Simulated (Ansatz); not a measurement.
The system is Co.

```
Co
1.0
     2.47200    0.00000    0.00000
    -1.23600    2.14081    0.00000
     0.00000    0.00000    4.02114
Co
2
Cartesian
  1.2360 0.7136 3.0159
  0.0000 1.4272 1.0053
```

Alike in all runs: program Ansatz 0.2.0; functional PBE; potentials or basis Ansatz PAW; cutoff 420 eV (not typed: the program's choice for these potentials); k mesh 10 × 10 × 6; occupations fermi-dirac, width 0.05 eV.

Starts and where they ended:

```tsv
start	free energy over the lowest (meV/atom)	net moment (μB)	site or absolute moments (μB)	gap
collinear spin, ferromagnetic start of up to 2 μB; fixed moment 4	131.3	4.00	Co +2.02	-
collinear spin, program default start; fixed moment 0	202.9	0.00	-	-
collinear spin, ferromagnetic start of up to 1.5 μB; fixed moment 3	0.0	3.00	Co +1.58	-
collinear spin, ferromagnetic start of up to 2.5 μB; fixed moment 5	717.5	5.00	Co +2.41	-
collinear spin, ferromagnetic start of up to 1 μB; fixed moment 2	97.9	2.00	Co +1.06	-
collinear spin, ferromagnetic start of up to 0.5 μB; fixed moment 1	171.6	1.00	Co +0.53	-
collinear spin, ferromagnetic start of up to 4 μB; fixed moment 8	6095.7	8.00	Co +3.52	-
collinear spin, ferromagnetic start of up to 3 μB; fixed moment 6	1900.8	6.00	Co +2.79	-
```

All polarised runs hold their moment fixed, so the table maps the energy against it. A still lower state may exist.

Caveats: the total moment is fixed, so each spin has its own Fermi level.
